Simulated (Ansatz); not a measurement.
## Te (P3_121): from strained cells to moduli

```yaml
crystal:
  lattice:
    - [4.31910, 0.00000, 0.00000]
    - [-2.15955, 3.74045, 0.00000]
    - [0.00000, 0.00000, 5.94575]
  atoms:
    - { symbol: Te, position: [0.28489, 0.00000, 0.33333] }
    - { symbol: Te, position: [0.00000, 0.28489, 0.66667] }
    - { symbol: Te, position: [0.71511, 0.71511, 0.00000] }
```

Computed, not measured; unless marked otherwise by PBEsol, all-electron LAPW in Ansatz 0.2.0, scalar-relativistic. k mesh 8×8×6, strains of ±0.005, fixed occupations, basis error target 1 meV/atom. The cell was relaxed by PAW under this functional, which moved its volume by -6 % from the database entry's.

The cell is trigonal and carries a residual pressure of 0.10 GPa at this level. Each strain component that symmetry leaves independent is applied at ±0.005, the ions relax wherever a strain frees them, and the stress (tension positive, GPa) is read. Shears are engineering strains, γ = 2ε.

```tsv
strain	size	σxx	σyy	σzz	σyz	σxz	σxy
xx	-0.005	-0.3446	-0.1364	-0.3297	-0.0974	0.0000	0.0000
xx	+0.005	0.1888	-0.0060	0.0078	0.0921	0.0000	0.0000
zz	-0.005	-0.2424	-0.2424	-0.6027	0.0000	0.0000	0.0000
zz	+0.005	0.0943	0.0943	0.2817	0.0000	0.0000	0.0000
yz	-0.005	-0.1653	0.0210	-0.1596	-0.2281	0.0000	0.0000
yz	+0.005	0.0241	-0.1685	-0.1597	0.2349	0.0000	0.0000
```

A central difference gives one constant, for example C11 ≈ (0.1888 − (-0.3446))/(0.01) = 53.3 GPa; the program then imposes the crystal's symmetry on the whole matrix.

**Question.** What are the independent elastic constants?

**Answer.** C11 = 53.3, C12 = 13.0, C13 = 33.7, C14 = 18.9, C33 = 88.4, C44 = 46.3 GPa.

**Question.** Is the crystal stable against homogeneous strain?

**Answer.** The least eigenvalue of the 6×6 matrix is 10.2 GPa, so yes.

**Question.** What moduli does a random aggregate of grains have?

**Answer.** Voigt and Reuss bounds: B from 33.2 to 39.6 and G from 16.8 to 30.2 GPa; their means are B = 36.4 and G = 23.5 GPa. Then E = 9BG/(3B + G) = 58.0 GPa, ν = (3B − 2G)/(6B + 2G) = 0.234 and B/G = 1.55, on the brittle side of Pugh's 1.75 (a rule of thumb, made for metals; it doesn't predict ductility here).

**Question.** With the density of 6.618 g/cm³, how fast does sound travel, and what Debye temperature follows?

**Answer.** 

| direction | slow (m/s) | middle (m/s) | fast (m/s) |
| --- | --- | --- | --- |
| x | 1242 | 2839 | 2915 |
| y | 1745 | 2149 | 3231 |
| z | 2645 | 2645 | 3656 |

The mean of v⁻³ over directions and branches gives v_m = 1924 m/s and θ_D = (ħ/k_B) v_m (6π²n)^(1/3) = 180 K, n being atoms per volume. Young's modulus spans 27 to 117 GPa over directions, and the universal anisotropy index is 4.17.

**Question.** How far do the constants move if PAW replaces LAPW in the same cell?

**Answer.** 

```
constant  LAPW (GPa)  PAW (GPa)  difference
     C11        53.3       53.3         0.0
     C12        13.0       13.0         0.0
     C13        33.7       33.7         0.0
     C14        18.9       19.0         0.1
     C33        88.4       88.2        -0.2
     C44        46.3       46.3         0.0
```

Known limits: constants at zero field, no piezoelectric stiffening; the frozen-core PAW files of the compared runs were fitted under PBE, their cores solved anew for this functional.
